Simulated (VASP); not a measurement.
VASP inputs for SnO2 (fluorite)

INCAR

```
LREAL = .FALSE.
ISMEAR = 0
LCHARG = .TRUE.
NBANDS = 20
ENCUT = 520
IBRION = -1
NSW = 0
LASPH = .TRUE.
EDIFF = 1E-7
PREC = Accurate
ISIF = 2
SIGMA = 0.01
METAGGA = R2SCAN
ALGO = Normal
NELM = 120
LWAVE = .FALSE.
LELF = .TRUE.
```

KPOINTS

```
KPOINTS created by Atomic Simulation Environment
0
Gamma
8 8 8
0 0 0
```

KPOINTS_OPT

```
special points
6
Reciprocal
0.0000000000 0.0000000000 0.0000000000 1
0.5000000000 0.0000000000 0.5000000000 1
0.6250000000 0.2500000000 0.6250000000 1
0.3750000000 0.3750000000 0.7500000000 1
0.5000000000 0.5000000000 0.5000000000 1
0.5000000000 0.2500000000 0.7500000000 1
```

POSCAR

```
Sn O
 1.0000000000000000
    -0.0000000000000000    2.5334669702819435    2.5334669702819435
     2.5334669702819435   -0.0000000000000000    2.5334669702819435
     2.5334669702819435    2.5334669702819435   -0.0000000000000000
 Sn  O
   1   2
Cartesian
  0.0000000000000000  0.0000000000000000  0.0000000000000000
  1.2667334851409717  1.2667334851409717  1.2667334851409717
  3.8002004554229152  3.8002004554229152  3.8002004554229152
```

VASP ran with the recommended PBE PAW datasets (26 valence electrons in the cell).

**Question.** Predict the results.

**Answer.** gap between bands v and c 0.86 eV; least direct gap 2.29 eV; pressure 1.4 GPa.

Band v is the last that the valence electrons fill when counted band by band, and c is the next. Levels in eV from the top of v:

```csv
point,v−1,v,c,c+1
Γ,-1.44,-1.44,0.86,7.89
X,-0.21,-0.13,3.85,8.09
K,-0.75,-0.18,4.86,9.64
L,-2.21,-2.21,5.54,8.62
W,-0.34,0.00,5.14,9.60
```
